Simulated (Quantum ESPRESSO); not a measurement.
# GaSb (F-43m) in Quantum ESPRESSO: settings compared, part 3 of 3

Quantum ESPRESSO 7.5. Earlier steps stand in the parts before.

**4. Phonons, WC**

Contents of pw.in:

```
&CONTROL
  calculation = 'scf'
  prefix = 'pwscf'
  outdir = './tmp'
  pseudo_dir = './pseudo'
  tprnfor = .true.
  tstress = .true.
  disk_io = 'low'
/
&SYSTEM
  ibrav = 0
  nat = 2
  ntyp = 2
  ecutwfc = 80
  nbnd = 21
  input_dft = 'wc'
  occupations = 'smearing'
  smearing = 'mv'
  degauss = 0.01469973
/
&ELECTRONS
  conv_thr = 4d-10
  electron_maxstep = 120
  mixing_beta = 0.5
/
ATOMIC_SPECIES
Sb   121.7600 Sb.upf
Ga    69.7230 Ga.upf
CELL_PARAMETERS angstrom
   0.0000000000    3.0590000000    3.0590000000
   3.0590000000    0.0000000000    3.0590000000
   3.0590000000    3.0590000000    0.0000000000
ATOMIC_POSITIONS crystal
Sb     0.7500000000    0.7500000000    0.7500000000
Ga     0.0000000000    0.0000000000    0.0000000000
K_POINTS automatic
8 8 8 0 0 0
```

Contents of scf2.in:

```
&CONTROL
  calculation = 'scf'
  prefix = 'pwscf'
  outdir = './tmp'
  pseudo_dir = './pseudo'
  tprnfor = .true.
  tstress = .true.
  disk_io = 'low'
/
&SYSTEM
  ibrav = 0
  nat = 2
  ntyp = 2
  ecutwfc = 80
  nbnd = 21
  input_dft = 'wc'
  occupations = 'smearing'
  smearing = 'mv'
  degauss = 0.01469973
/
&ELECTRONS
  conv_thr = 1d-13
  electron_maxstep = 120
  mixing_beta = 0.5
  startingpot = 'file'
  startingwfc = 'file'
/
ATOMIC_SPECIES
Sb   121.7600 Sb.upf
Ga    69.7230 Ga.upf
CELL_PARAMETERS angstrom
   0.0000000000    3.0590000000    3.0590000000
   3.0590000000    0.0000000000    3.0590000000
   3.0590000000    3.0590000000    0.0000000000
ATOMIC_POSITIONS crystal
Sb     0.7500000000    0.7500000000    0.7500000000
Ga     0.0000000000    0.0000000000    0.0000000000
K_POINTS automatic
8 8 8 0 0 0
```

Contents of ph.in:

```
phonons of GaSb
&INPUTPH
  prefix = 'pwscf'
  outdir = './tmp'
  tr2_ph = 1d-16
  fildyn = 'dyn'
  niter_ph = 60
  alpha_mix(1) = 0.4
/
0.0000000000 0.0000000000 0.0000000000
```

Contents of dynmat.in:

```
&INPUT
  fildyn = 'dyn'
  asr = 'crystal'
  filout = 'dynmat.disp'
  fileig = 'dynmat.eig'
/
```

Potentials or basis: PseudoDojo 0.4.1 SR PBE standard.

Started as:

```console
$ OMP_NUM_THREADS=1 pw.x -in pw.in > pw.out
$ OMP_NUM_THREADS=1 pw.x -in scf2.in > scf2.out
$ OMP_NUM_THREADS=1 ph.x -in ph.in > ph.out
$ OMP_NUM_THREADS=1 dynmat.x -in dynmat.in > dynmat.out
```

pw.out:

```text
This program is part of the open-source Quantum ESPRESSO suite
     for quantum simulation of materials; please cite
         "P. Giannozzi et al., J. Phys.:Condens. Matter 21 395502 (2009);
         "P. Giannozzi et al., J. Phys.:Condens. Matter 29 465901 (2017);
         "P. Giannozzi et al., J. Chem. Phys. 152 154105 (2020);
     in publications or presentations arising from this work. More details at

     IMPORTANT: XC functional enforced from input :
     Exchange-correlation= WC
                           (   1   4  11   4   0   0   0)
     Any further DFT definition will be discarded
     Please, verify this is what you really want

     Message from routine setup:
     using ibrav=0 with symmetry is DISCOURAGED, use correct ibrav instead

     G-vector sticks info
     --------------------
     sticks:   dense  smooth     PW     G-vecs:    dense   smooth      PW
     Sum        1483    1483    433                37461    37461    5817

     Using Slab Decomposition

     bravais-lattice index     =            0
     lattice parameter (alat)  =       8.1751  a.u.
     unit-cell volume          =     386.3359 (a.u.)^3
     number of atoms/cell      =            2
     number of atomic types    =            2
     number of electrons       =        28.00
     number of Kohn-Sham states=           21
     kinetic-energy cutoff     =      80.0000  Ry
     charge density cutoff     =     320.0000  Ry
     scf convergence threshold =      4.0E-10
     mixing beta               =       0.5000
     number of iterations used =            8  plain     mixing
     Exchange-correlation= WC
                           (   1   4  11   4   0   0   0)

     celldm(1)=   8.175105  celldm(2)=   0.000000  celldm(3)=   0.000000
     celldm(4)=   0.000000  celldm(5)=   0.000000  celldm(6)=   0.000000

     crystal axes: (cart. coord. in units of alat)
               a(1) = (   0.000000   0.707107   0.707107 )
               a(2) = (   0.707107   0.000000   0.707107 )
               a(3) = (   0.707107   0.707107   0.000000 )

     reciprocal axes: (cart. coord. in units 2 pi/alat)
               b(1) = ( -0.707107  0.707107  0.707107 )
               b(2) = (  0.707107 -0.707107  0.707107 )
               b(3) = (  0.707107  0.707107 -0.707107 )

     PseudoPot. # 1 for Sb read from file:
     Sb.upf
     Pseudo is Norm-conserving + core correction, Zval = 15.0
     Generated using ONCVPSP code by D. R. Hamann
     Using radial grid of 1434 points,  6 beta functions with:
                l(1) =   0
                l(2) =   0
                l(3) =   1
                l(4) =   1
                l(5) =   2
                l(6) =   2

     PseudoPot. # 2 for Ga read from file:
     Ga.upf
     Pseudo is Norm-conserving + core correction, Zval = 13.0
     Generated using ONCVPSP code by D. R. Hamann
     Using radial grid of 1902 points,  6 beta functions with:
                l(1) =   0
                l(2) =   0
                l(3) =   1
                l(4) =   1
                l(5) =   2
                l(6) =   2

     atomic species   valence    mass     pseudopotential
     Sb               15.00   121.76000     Sb( 1.00)
     Ga               13.00    69.72300     Ga( 1.00)

     24 Sym. Ops. (no inversion) found

   Cartesian axes

     site n.     atom                  positions (alat units)
         1        Sb     tau(   1) = (   1.0606602   1.0606602   1.0606602  )
         2        Ga     tau(   2) = (   0.0000000   0.0000000   0.0000000  )

     number of k points=    29  Marzari-Vanderbilt smearing, width (Ry)=  0.0147
                       cart. coord. in units 2pi/alat
        k(    1) = (   0.0000000   0.0000000   0.0000000), wk =   0.0039062
        k(    2) = (   0.0883883   0.0883883  -0.0883883), wk =   0.0312500
        k(    3) = (   0.1767767   0.1767767  -0.1767767), wk =   0.0312500
        k(    4) = (   0.2651650   0.2651650  -0.2651650), wk =   0.0312500
        k(    5) = (  -0.3535534  -0.3535534   0.3535534), wk =   0.0156250
        k(    6) = (   0.1767767   0.0000000   0.0000000), wk =   0.0234375
[... 21 lines left out ...]
        k(   28) = (  -0.7071068   0.1767767  -0.0000000), wk =   0.0468750
        k(   29) = (  -0.7071068   0.3535534   0.0000000), wk =   0.0234375

     Dense  grid:    37461 G-vectors     FFT dimensions: (  48,  48,  48)

     Initial potential from superposition of free atoms

     starting charge      27.9968, renormalised to      28.0000
     Starting wfcs are   18 randomized atomic wfcs +    3 random wfcs

     Self-consistent Calculation

     iteration #  1     ecut=    80.00 Ry     beta= 0.50
     Davidson diagonalization with overlap
     ethr =  1.00E-02,  avg # of iterations =  5.7

     Threshold (ethr) on eigenvalues was too large:
     Diagonalizing with lowered threshold

     Davidson diagonalization with overlap
     ethr =  1.06E-04,  avg # of iterations =  3.2

     total energy              =    -334.46666498 Ry
     estimated scf accuracy    <       0.03068354 Ry

     iteration #  2     ecut=    80.00 Ry     beta= 0.50
     Davidson diagonalization with overlap
     ethr =  1.10E-04,  avg # of iterations =  1.0
[... 4 lines left out ...]
     iteration #  3     ecut=    80.00 Ry     beta= 0.50
     Davidson diagonalization with overlap
     ethr =  1.66E-05,  avg # of iterations =  2.1

     total energy              =    -334.46781850 Ry
     estimated scf accuracy    <       0.00024814 Ry

     iteration #  4     ecut=    80.00 Ry     beta= 0.50
     Davidson diagonalization with overlap
     c_bands:  1 eigenvalues not converged
     ethr =  8.86E-07,  avg # of iterations =  6.8

     total energy              =    -334.46784973 Ry
     estimated scf accuracy    <       0.00002252 Ry

     iteration #  5     ecut=    80.00 Ry     beta= 0.50
     Davidson diagonalization with overlap
     ethr =  8.04E-08,  avg # of iterations =  2.7

     total energy              =    -334.46785198 Ry
     estimated scf accuracy    <       0.00000062 Ry
[... 12 lines left out ...]
     total energy              =    -334.46785215 Ry
     estimated scf accuracy    <          2.8E-09 Ry

     iteration #  8     ecut=    80.00 Ry     beta= 0.50
     Davidson diagonalization with overlap
     ethr =  9.82E-12,  avg # of iterations =  2.0

     End of self-consistent calculation

          k = 0.0000 0.0000 0.0000 (  4645 PWs)   bands (ev):

   -20.5821 -20.5821 -20.5821 -20.5625 -20.5625  -6.7717  -6.7717  -6.7717
    -6.7208  -6.7208  -3.3474   8.1047   8.1714   8.1714   8.1714  10.9492
    10.9492  10.9492  13.7885  16.9523  16.9526

          k = 0.0884 0.0884-0.0884 (  4684 PWs)   bands (ev):

   -20.5820 -20.5817 -20.5817 -20.5624 -20.5624  -6.7762  -6.7698  -6.7698
    -6.7211  -6.7211  -3.1872   6.1239   7.9185   7.9185   9.1440  11.2963
    11.2963  11.5546  14.6572  16.0466  16.0466
[... 103 lines left out ...]
          k = 0.0000-0.5303 0.5303 (  4660 PWs)   bands (ev):

   -20.5830 -20.5777 -20.5770 -20.5632 -20.5603  -6.8135  -6.7512  -6.7488
    -6.7285  -6.7201  -0.9656   1.5229   4.5335   5.9770   9.5006  11.9936
    14.7396  14.9985  15.6564  17.1062  19.6624

          k =-0.7071 0.0000 0.0000 (  4720 PWs)   bands (ev):

   -20.5852 -20.5762 -20.5762 -20.5642 -20.5594  -6.8193  -6.7451  -6.7451
    -6.7339  -6.7178  -0.9016   1.3427   5.5928   5.5928   9.0062   9.3239
    16.8678  16.8678  18.1319  18.9215  19.6622

          k = 0.3536 0.1768 0.0000 (  4687 PWs)   bands (ev):

   -20.5827 -20.5795 -20.5793 -20.5629 -20.5612  -6.7972  -6.7602  -6.7587
    -6.7251  -6.7199  -2.3339   3.5435   5.8210   6.8601  10.3461  11.0185
    12.6000  13.4200  15.5215  17.1506  17.5256
[... 25 lines left out ...]
          k = 0.0000-0.3536 0.5303 (  4667 PWs)   bands (ev):

   -20.5813 -20.5798 -20.5771 -20.5626 -20.5609  -6.8094  -6.7548  -6.7511
    -6.7255  -6.7216  -1.2071   1.8311   4.5700   5.9252  10.7278  12.4823
    12.7555  14.4475  15.7432  16.9795  19.6599

          k =-0.7071 0.1768-0.0000 (  4668 PWs)   bands (ev):

   -20.5839 -20.5774 -20.5761 -20.5637 -20.5599  -6.8163  -6.7488  -6.7467
    -6.7307  -6.7192  -0.8796   1.4072   5.1524   5.2758  10.0395  10.2913
    15.1038  15.1646  18.0336  18.4053  19.5650

          k =-0.7071 0.3536 0.0000 (  4648 PWs)   bands (ev):

   -20.5815 -20.5798 -20.5761 -20.5630 -20.5606  -6.8129  -6.7528  -6.7479
    -6.7269  -6.7215  -0.8570   1.4779   4.7998   5.0197  11.8203  12.4121
    12.5512  12.8823  18.0734  18.3734  19.5988

     the Fermi energy is     8.1314 ev

!    total energy              =    -334.46785215 Ry
     estimated scf accuracy    <          9.8E-11 Ry
     smearing contrib. (-TS)   =       0.00019500 Ry
     internal energy E=F+TS    =    -334.46804715 Ry

     The total energy is F=E-TS. E is the sum of the following terms:
     one-electron contribution =    -165.01203301 Ry
     hartree contribution      =     100.73783144 Ry
     xc contribution           =     -86.89416981 Ry
     ewald contribution        =    -183.29967577 Ry

     convergence has been achieved in   8 iterations

     Forces acting on atoms (cartesian axes, Ry/au):

     atom    1 type  1   force =    -0.00000000   -0.00000000   -0.00000000
     atom    2 type  2   force =    -0.00000000   -0.00000000    0.00000000

     Total force =     0.000000     Total SCF correction =     0.000000

     Computing stress (Cartesian axis) and pressure

          total   stress  (Ry/bohr**3)                   (kbar)     P=       -0.88
  -0.00000600   0.00000000   0.00000000           -0.88        0.00        0.00
   0.00000000  -0.00000600   0.00000000            0.00       -0.88        0.00
   0.00000000   0.00000000  -0.00000600            0.00        0.00       -0.88

=------------------------------------------------------------------------------=
   JOB DONE.
=------------------------------------------------------------------------------=
```

Run time: 11 min. Hardware: 1 thread of Intel Xeon Platinum 8488C (Sapphire Rapids), shared host; peak memory 0.12 GiB.

Results:

```
Free energy                   : -4550.6670 eV
Pressure after relaxing       : -0.1 GPa
Band gap on the k mesh        : none (metal or under the smearing width)
Highest phonon frequency at Γ : 213 cm⁻¹
```

Levels at points of the mesh, in eV from the Fermi level:
| k point | band 10 | band 11 | band 12 | band 13 | band 14 | band 15 | band 16 | band 17 | band 18 | band 19 |
| --- | --- | --- | --- | --- | --- | --- | --- | --- | --- | --- |
| (0.00, 0.00, 0.00) | -14.85 | -11.48 | -0.03 | 0.04 | 0.04 | 0.04 | 2.82 | 2.82 | 2.82 | 5.66 |
| (0.00, 0.00, -0.50) | -14.85 | -9.85 | -6.36 | -1.11 | -1.11 | 0.36 | 3.78 | 3.78 | 6.38 | 9.27 |
| (0.00, -0.50, -0.50) | -14.85 | -9.03 | -6.79 | -2.54 | -2.54 | 0.87 | 1.19 | 8.74 | 8.74 | 10.00 |

Phonon frequencies in cm⁻¹ (negative: imaginary):
```csv
q point,frequencies
"(0.000, 0.000, 0.000)",-7 -7 -7 213 213 213
```

Optical modes at Γ, degenerate ones joined:
| cm⁻¹ | components | symmetry | active in |
| --- | --- | --- | --- |
| 213 | 3 | T2 | IR and Raman |

Caveat: the potentials were made for another functional, which shifts forces and pressure; this crystal is a semiconductor, whose small gap the functional closes, so the metal is an error of the method. The run has no spin-orbit coupling, so splittings on Sb are missing.

**5. Summary**

| level | potentials or basis | cutoff (eV) | smearing | form of the LDA correlation | gap on the mesh (eV) | pressure (GPa) |
| --- | --- | --- | --- | --- | --- | --- |
| BLYP | PseudoDojo 0.4.1 SR PBE standard | 1088 | cold 0.272 eV | - | none | 0.5 |
| LDA | PseudoDojo 0.4.1 SR LDA standard | 1143 | gaussian 0.272 eV | PW92 | none | 0.0 |
| WC | PseudoDojo 0.4.1 SR PBE standard | 1088 | cold 0.2 eV | - | none | -0.1 |

Alike in all rows: task phonons; no spin polarisation; cell relaxed; k mesh 8 × 8 × 8.

Caveats: this crystal is a semiconductor, whose small gap the functional closes, so the metal is an error of the method; the potentials were made for another functional, which shifts forces and pressure (some runs); before the sum rule the acoustic modes lie tens of cm⁻¹ from zero, a sign that the density grid also shifts the optical modes (some runs).

Absolute energies hang on the potentials; compare differences alone.

**6. Against experiment**

Step 2. A measured gap of GaSb is 0.811 eV (direct; 4.2 K; a printed reference work, data compilation); the calculated 0.00 eV misses it by -0.81 eV. Spin-orbit coupling on Ga, Sb is left out. The value is that of BLYP on a finite k mesh, which can miss the band edges, without temperature or zero-point motion. Semilocal functionals fall short of measured gaps as a rule.

Step 3. Against the measured gap of GaSb, 0.811 eV (direct; 4.2 K; a printed reference work, data compilation), the calculated 0.00 eV is off by -0.81 eV. Spin-orbit coupling on Ga, Sb is left out. The value is that of LDA on a finite k mesh, which can miss the band edges, without temperature or zero-point motion. Semilocal functionals fall short of measured gaps as a rule.

Step 4. Measured gap of GaSb: 0.811 eV (direct; 4.2 K; a printed reference work, data compilation). This calculation gives 0.00 eV (-0.81 eV). Spin-orbit coupling on Ga, Sb is left out. The value is that of WC on a finite k mesh, which can miss the band edges, without temperature or zero-point motion. Semilocal functionals fall short of measured gaps as a rule.
